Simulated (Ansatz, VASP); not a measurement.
# Cross-check of SiC (SiC(110)) between VASP and Ansatz, part 2 of 3

Wanted: the spread between two codes on one cell, functional and k mesh. The structure shown is the end of the VASP relaxation below.

VASP 6.6.1 and Ansatz 0.2.0.

So far: Set-up; VASP: relaxation, PBE.

### Step 3. Ansatz: single point, PBE

Level of this step: Ansatz beside VASP: Kohn-Sham DFT, plane waves, PBE (Ansatz).

Ansatz runs on its default PAW (the set named soft_2) files.

The same cell, functional, mesh and smearing now go to Ansatz, which takes its cutoff from its data sets.

input.yaml

```yaml
crystal:
  lattice:
    - [3.09673784, 0.0, 0.0]
    - [0.0, 4.37944865, 0.0]
    - [0.0, 0.0, 28.38695135]
  atoms:
    - { symbol: Si, position: [0.0, 0.04513242, 0.29048943] }
    - { symbol: Si, position: [0.5, 0.49523366, 0.33421216] }
    - { symbol: Si, position: [0.0, 0.99774027, 0.39117456] }
    - { symbol: Si, position: [0.5, 0.49462099, 0.4452741] }
    - { symbol: Si, position: [0.0, 0.99583173, 0.5] }
    - { symbol: Si, position: [0.5, 0.49462099, 0.5547259] }
    - { symbol: Si, position: [0.0, 0.99774027, 0.60882544] }
    - { symbol: Si, position: [0.5, 0.49523366, 0.66578784] }
    - { symbol: Si, position: [0.0, 0.04513242, 0.70951057] }
    - { symbol: C, position: [0.0, 0.7393564, 0.33561804] }
    - { symbol: C, position: [0.5, 0.23936712, 0.28182314] }
    - { symbol: C, position: [0.0, 0.74475742, 0.44538236] }
    - { symbol: C, position: [0.5, 0.24808918, 0.39058335] }
    - { symbol: C, position: [0.0, 0.74475742, 0.55461764] }
    - { symbol: C, position: [0.5, 0.24557335, 0.5] }
    - { symbol: C, position: [0.0, 0.7393564, 0.66438196] }
    - { symbol: C, position: [0.5, 0.24808918, 0.60941665] }
    - { symbol: C, position: [0.5, 0.23936712, 0.71817686] }
hamiltonian:
  xc: pbe
  pseudopotentials: { kind: paw }
kpoints:
  mp_grid: { grid: [8, 6, 1] }
scf:
  occupations: { method: gaussian, width: 0.03 }
  n_extra_bands: 8
efield:
  axis: 3
  dipole_correction: true
  ramp_width: 0.04
output:
  forces: true
  eigenvalues: true
  write_density: true
  write_potential: true
  elf: true
  volumetric_format: npy
```

On the command line:

```bash
$ ansatz run input.yaml --threads 8 --pin off --max-ram 18432MiB --backend cpu --events-out ev --progress --plain --runs-dir out
```

Numbers of over 12 decimals in the logs are rounded to 6 here.

Log:

```text
scf.n_extra_bands = 8 over 36 filled bands (N_el = 72.0): the run solves 44 bands
Engine: ansatz 0.2.0, aarch64-unknown-linux-gnu
Pseudopotentials: kind: paw
Pseudopotential: Si, paw, valence charge 4, recommended cutoff 420 eV (normal), Si.paw.azcp
Pseudopotential: C, paw, valence charge 4, recommended cutoff 420 eV (normal), C.paw.azcp
Functional definition: PBE
  parameter kappa = 0.804
  parameter beta = 0.066725
  exchange = pbe_x(kappa = kappa, mu = beta*pi^2/3)
  correlation = pbe_c(beta = beta)
Crystal: 18 atoms, lattice volume = 384.984 Å³
Basis set: ecut = 420 eV, 7507 PW (Γ), exchange–correlation on 48×60×384 points (8 copies of the dense FFT grid, shifted against one another)
Bands: 44, of which v1, the nominal top of the filled ones, is band 36 counted from 1 (35 counted from 0)
Symmetry: 2 space group operations
k-points: 20 of 48 (time reversal used)
Non-local potential: Si, projectors of the file, l = 0: 2, l = 1: 2, l = 2: 2
Non-local potential: C, projectors of the file, l = 0: 2, l = 1: 2, l = 2: 1
PAW form: soft (Blöchl's): semilocal exchange-correlation on the pseudo side does not see the compensation charge
PAW one-centre angular grid: Si, 110 points (default); XC on 64 Gauss nodes
PAW one-centre angular grid: C, 110 points (default); XC on 64 Gauss nodes
Initial density: superposition of atomic densities (neutral atoms: chi_scale 0, normalization atom), corrected by the library's trained network
Initial wavefunctions: pseudopotential atomic-orbital guess
Functional: x = pbe(κ = 0.804, μ = 0.219515), c = pbe(β = 0.066725)
SCF iter   1: F=—  HF=-7979.536676 eV  |F-HF|=—  |Δ(HF+E_count)|=         —  Δρ=3.95e-3  dr2=8.19e-2  ethr=1.77e-3  p=0.000 e·Å  D=2.71e-14 V/Å  ΔV_dip=-0.00 eV  dr2_dipole=1.47e-10  V_vac-E_F(+/−)=5.30/5.30 eV  ⟨swp⟩=13.1  Hψ=5882  notcnv=0  defer=4
efield: sawtooth ramp at fractional position 0.9800 (placed from the atoms, in the widest stretch of the axis that holds none; the zero of the levels goes with the place), width 0.0400; the density the first Hamiltonian is built on has a dipole p = 0.000 e·Å; the dipole correction subtracts the counter field D = 2.71e-14 V/Å, which shifts the + side's vacuum level by -0.00 eV against the − side's; the planar-averaged density in the ramp window peaks in size at 5.8e-6 e/Å³
preconditioner: auto → Resta (q_TF=auto, 2.063 Å⁻¹)  ε∞=3.7  [insulator: Δε(μ)=0.343 eV  Ē_g=9.694 eV  σ=0.030 eV  W_gap=1.00  n_scr=50 (ndim 8)  ℏωp=16.1 eV  f_vac=0.452  D(μ)=0.00/eV (n_scr^D=0)  ε∞_Penn≈3.7  vacuum switching on, ρ_ref=6.8e-3 e/Å³]
SCF iter   2: F=—  HF=-7979.519707 eV  |F-HF|=—  |Δ(HF+E_count)|=   1.70e-2  Δρ=1.81e-3  dr2=1.50e-2  ethr=1.14e-4  p=-0.000 e·Å  D=-1.78e-6 V/Å  ΔV_dip=0.00 eV  dr2_dipole=5.80e-11  V_vac-E_F(+/−)=5.30/5.30 eV  ⟨swp⟩=3.0  Hψ=1831  notcnv=0  defer=48
SCF iter   3: F=—  HF=-7979.519902 eV  |F-HF|=—  |Δ(HF+E_count)|=   1.95e-4  Δρ=7.49e-4  dr2=4.23e-3  ethr=2.08e-5  p=-0.000 e·Å  D=-3.40e-6 V/Å  ΔV_dip=0.00 eV  dr2_dipole=8.82e-10  V_vac-E_F(+/−)=5.30/5.30 eV  ⟨swp⟩=3.0  Hψ=1763  notcnv=0  defer=48
SCF iter   4: F=—  HF=-7979.519878 eV  |F-HF|=—  |Δ(HF+E_count)|=   2.42e-5  Δρ=2.37e-4  dr2=2.69e-4  ethr=5.88e-6  p=0.000 e·Å  D=1.16e-6 V/Å  ΔV_dip=-0.00 eV  dr2_dipole=7.30e-11  V_vac-E_F(+/−)=5.33/5.33 eV  ⟨swp⟩=2.4  Hψ=1457  notcnv=0  defer=48
SCF iter   5: F=—  HF=-7979.519981 eV  |F-HF|=—  |Δ(HF+E_count)|=   1.03e-4  Δρ=6.30e-5  dr2=1.43e-5  ethr=3.74e-7  p=-0.000 e·Å  D=-2.00e-7 V/Å  ΔV_dip=0.00 eV  dr2_dipole=6.38e-13  V_vac-E_F(+/−)=5.33/5.33 eV  ⟨swp⟩=2.1  Hψ=1534  notcnv=0  defer=48
SCF iter   6: F=—  HF=-7979.520137 eV  |F-HF|=—  |Δ(HF+E_count)|=   1.56e-4  Δρ=2.43e-5  dr2=2.62e-6  ethr=1.98e-8  p=-0.000 e·Å  D=-9.64e-8 V/Å  ΔV_dip=0.00 eV  dr2_dipole=2.24e-12  V_vac-E_F(+/−)=5.34/5.34 eV  ⟨swp⟩=2.0  Hψ=1580  notcnv=0  defer=48
SCF iter   7: F=—  HF=-7979.520137 eV  |F-HF|=—  |Δ(HF+E_count)|=   5.70e-7  Δρ=5.45e-6  dr2=1.31e-7  ethr=3.63e-9  p=0.000 e·Å  D=2.52e-7 V/Å  ΔV_dip=-0.00 eV  dr2_dipole=4.56e-12  V_vac-E_F(+/−)=5.34/5.34 eV  ⟨swp⟩=2.0  Hψ=1531  notcnv=0  defer=48
SCF iter   8: F=-7979.520137 eV  HF=-7979.520137 eV  |F-HF|=2.52e-9  |Δ(HF+E_count)|=   4.24e-8  Δρ=1.56e-6  dr2=1.03e-8  ethr=1.39e-10  p=-0.000 e·Å  D=-1.26e-7 V/Å  ΔV_dip=0.00 eV  dr2_dipole=8.39e-13  V_vac-E_F(+/−)=5.34/5.34 eV  ⟨swp⟩=23.5  Hψ=8888  notcnv=0
SCF 1 converged in 8 iterations: F = -7979.520137 eV  dr2 = 1.03e-8
  greatest PAW one-centre occupation: 0.657 electrons in one spin orbital (limit 2), on the C atom at site 17 (counted from 0), in its partial waves of l = 0
WARN: The output density's exchange-correlation potential varies sharply where the density is thin. Do not read a vacuum level from v_tot or v_xc, or from such a field of the output density. On a cell that repeats whose density bears no net charge and no dipole along the vacuum's axis use v_es (v_loc + v_h of the components); under efield.dipole_correction with no amplitude use v_es + v_field, which holds any externa [...]
SCF converged after 8 iterations
Free energy (F): -7979.520137 eV
Harris-Foulkes:  -7979.520137 eV  (|F-HF|=2.52e-9)
Internal energy: -7979.520137 eV  (E = F + TS)
E sigma→0 (E₀):  -7979.520137 eV
Fermi energy:    2.160733 eV
Dipole field:    D = 0.000001 V/Å  (p = 0.000002 e·Å, saw-weighted, corrected)
Work function:   Φ+ = 5.3352 eV   Φ− = 5.3352 eV
Levels:          The Fermi level and band energies are counted from a zero that moves with the ramp; work functions are not
--- Per-component energies (eV) ---
  E_band       = -302.894070
  E_kinetic    = 1207.016062
  E_local      = -43971.094554  (includes V_loc(G=0)·N_el)
  E_nonlocal   = 466.676254
  E_hartree    = 21526.071889
  E_xc         = -943.629422
  E_vxc        = -976.199369  (∫ρ·V_xc dr)
  E_paw        = -5507.475262  (= ΣΔE_a)
  E_vpaw       = -81.435642  (= ΣTr[D̂ρ^β])
  E_aug_tail   = 0.000110  (compensation charges beyond the density's cutoff)
  E_efield     = 0.000000  (sawtooth field / dipole correction)
  E_vefield    = 0.000000  (∫n·V_field dr)
  E_ewald      = 19242.914785
  E_smearing   = -0.000000  (= −TS)
  E_closure    = 0.000000  (closes the sum)
  Σ components = -7979.520137   (vs F -7979.520137, Δ=0.00e0)
--- Forces (eV/Å), atoms counted from 1 ---
  atom   1  Si     0.00000000    -0.01301633    -0.01037347
  atom   2  Si     0.00000000    -0.02015843     0.01454050
  atom   3  Si     0.00000000     0.00260103     0.01248455
  atom   4  Si     0.00000000    -0.00476399    -0.01776456
  atom   5  Si     0.00000000    -0.00118664     0.00000127
  atom   6  Si     0.00000000    -0.00476421     0.01776822
  atom   7  Si     0.00000000     0.00260366    -0.01248483
  atom   8  Si     0.00000000    -0.02016143    -0.01453952
  atom   9  Si     0.00000000    -0.01301285     0.01037651
  atom  10  C      0.00000000     0.00455687     0.00404333
  atom  11  C      0.00000000     0.00332851     0.02267436
  atom  12  C      0.00000000     0.01724726     0.01023897
  atom  13  C      0.00000000     0.00227016     0.01192848
  atom  14  C      0.00000000     0.01724769    -0.01024099
  atom  15  C      0.00000000     0.01706061    -0.00000086
  atom  16  C      0.00000000     0.00455553    -0.00404493
  atom  17  C      0.00000000     0.00227021    -0.01193283
  atom  18  C      0.00000000     0.00332796    -0.02267437
  max |Σ_I F_I| component: 5.61e-6 eV/Å
--- Band table (eV; the first three rows and the last of 20) ---
  k-point 0: bands = [... 32 lower, 1.3041, 1.4298, 1.6060, 1.6622, 3.2513, 3.8726, 4.6911, 4.9074, ... 4 higher]
  k-point 1: bands = [... 32 lower, 1.0668, 1.1231, 1.4766, 1.6825, 3.5187, 4.1064, 4.8274, 4.9780, ... 4 higher]
  k-point 2: bands = [... 32 lower, 0.5697, 0.6478, 1.5335, 1.5591, 4.1514, 4.4408, 4.8395, 5.1610, ... 4 higher]
  k-point 19: bands = [... 32 lower, 0.1126, 0.2670, 1.9113, 2.0399, 3.6067, 3.7194, 6.3498, 6.4270, ... 4 higher]
```

It took 6.8 s on 8 threads of Arm Neoverse V2, shared host; peak memory 1.1 GiB.

In the SCF lines HF is the Harris–Foulkes energy and dr2 the Hartree energy of the density residual, in eV; the loop may stop once dr2 is under the threshold and the program's other checks hold. Hψ counts applications of the Hamiltonian.

### Step 4. Comparison

Known differences besides the potentials themselves: the cutoff is 420 eV in Ansatz and 440 eV in VASP (PREC = Normal, projectors in real space); VASP leaves aspherical gradient terms in its spheres out (LASPH is not set), Ansatz keeps them. Total energies have different zeros and are not compared.

Both answers:

```tsv
quantity	Ansatz	VASP	difference
gap on the k mesh (eV)	0.242	0.234	+0.007
```

At this near-relaxed geometry the largest component of a force difference is 15 meV/Å. A gap on the mesh is an upper bound, since the band edges may lie between its points. VASP's last cycles still show a density residual of 4e-03, so its state may not be settled.

### Step 5. Ansatz: band structure, PBE

Levels along a path test the potential and the projectors away from the mesh points.

input.yaml

```yaml
crystal:
  lattice:
    - [3.0967378384, 0.0, 0.0]
    - [0.0, 4.3794486502, 0.0]
    - [0.0, 0.0, 28.3869513537]
  atoms:
    - { symbol: Si, position: [0.0, 0.0451324175, 0.2904894284] }
    - { symbol: Si, position: [0.5, 0.4952336601, 0.3342121598] }
    - { symbol: Si, position: [0.0, 0.9977402658, 0.3911745637] }
    - { symbol: Si, position: [0.5, 0.4946209942, 0.445274095] }
    - { symbol: Si, position: [0.0, 0.9958317332, 0.5] }
    - { symbol: Si, position: [0.5, 0.4946209942, 0.554725905] }
    - { symbol: Si, position: [0.0, 0.9977402658, 0.6088254363] }
    - { symbol: Si, position: [0.5, 0.4952336601, 0.6657878402] }
    - { symbol: Si, position: [0.0, 0.0451324175, 0.7095105716] }
    - { symbol: C, position: [0.0, 0.7393563968, 0.3356180361] }
    - { symbol: C, position: [0.5, 0.2393671224, 0.2818231396] }
    - { symbol: C, position: [0.0, 0.7447574194, 0.445382361] }
    - { symbol: C, position: [0.5, 0.2480891813, 0.3905833483] }
    - { symbol: C, position: [0.0, 0.7447574194, 0.554617639] }
    - { symbol: C, position: [0.5, 0.2455733518, 0.5] }
    - { symbol: C, position: [0.0, 0.7393563968, 0.6643819639] }
    - { symbol: C, position: [0.5, 0.2480891813, 0.6094166517] }
    - { symbol: C, position: [0.5, 0.2393671224, 0.7181768604] }
hamiltonian:
  xc: pbe
  pseudopotentials: { kind: paw }
kpoints:
  mp_grid: { grid: [8, 6, 1] }
  band_path:
    path:
      - [0.0, 0.0, 0.0]
      - [0.07692, 0.0, 0.0]
      - [0.15385, 0.0, 0.0]
      - [0.26923, 0.0, 0.0]
      - [0.34615, 0.0, 0.0]
      - [0.42308, 0.0, 0.0]
      - [0.5, 0.0, 0.0]
      - [0.5, 0.07692, 0.0]
      - [0.5, 0.19231, 0.0]
      - [0.5, 0.26923, 0.0]
      - [0.5, 0.34615, 0.0]
      - [0.5, 0.46154, 0.0]
      - [0.5, 0.5, 0.0]
      - [0.42308, 0.5, 0.0]
      - [0.30769, 0.5, 0.0]
      - [0.23077, 0.5, 0.0]
      - [0.11538, 0.5, 0.0]
      - [0.03846, 0.5, 0.0]
      - [0.0, 0.5, 0.0]
      - [0.0, 0.38462, 0.0]
      - [0.0, 0.30769, 0.0]
      - [0.0, 0.23077, 0.0]
      - [0.0, 0.11538, 0.0]
      - [0.0, 0.03846, 0.0]
      - [0.03846, 0.03846, 0.0]
      - [0.11538, 0.11538, 0.0]
      - [0.19231, 0.19231, 0.0]
      - [0.30769, 0.30769, 0.0]
      - [0.38462, 0.38462, 0.0]
      - [0.5, 0.5, 0.0]
    npoints: 1
scf:
  occupations: { method: gaussian, width: 0.03 }
  n_extra_bands: 15
efield:
  axis: 3
  dipole_correction: true
  ramp_width: 0.04
output:
  forces: true
  eigenvalues: true
```

Log:

```text
[...]
Crystal: 18 atoms, lattice volume = 384.984 Å³
Basis set: ecut = 420 eV, 7507 PW (Γ), exchange–correlation on 48×60×384 points (8 copies of the dense FFT grid, shifted against one another)
Bands: 51, of which v1, the nominal top of the filled ones, is band 36 counted from 1 (35 counted from 0)
Symmetry: 2 space group operations
[...]
k-point 0: bands = [... 32 lower, 1.3041, 1.4297, 1.6059, 1.6621, 3.2513, 3.8726, 4.6911, 4.9074, ... 11 higher]
  k-point 1: bands = [... 32 lower, 1.0668, 1.1230, 1.4766, 1.6825, 3.5187, 4.1064, 4.8274, 4.9780, ... 11 higher]
  k-point 2: bands = [... 32 lower, 0.5697, 0.6478, 1.5335, 1.5591, 4.1514, 4.4408, 4.8395, 5.1610, ... 11 higher]
  k-point 19: bands = [... 32 lower, 0.1126, 0.2669, 1.9113, 2.0399, 3.6066, 3.7194, 6.3498, 6.4270, ... 11 higher]
[key lines of the parts left out:]
SCF converged after 8 iterations
Free energy (F): -7979.520137 eV
Fermi energy:    2.160721 eV
Dipole field:    D = 0.000000 V/Å  (p = 0.000001 e·Å, saw-weighted, corrected)
Work function:   Φ+ = 5.3352 eV   Φ− = 5.3352 eV
```

It took 13 s on 8 threads; peak memory 1.4 GiB.

[end of part 2 of 3]

[Lines on the potential files, build, host, timing and source positions are cut from VASP's logs without a mark.]

[Logs are printed without paths, hosts, clocks, repeated set-up lines and the standing remarks that a program may print on its own settings, such as how far it seeks lower states.]

[Hosts, paths, dates, database ids (printed as entryN), source tags and the programs' standing remarks are cut or masked in the printed files.]
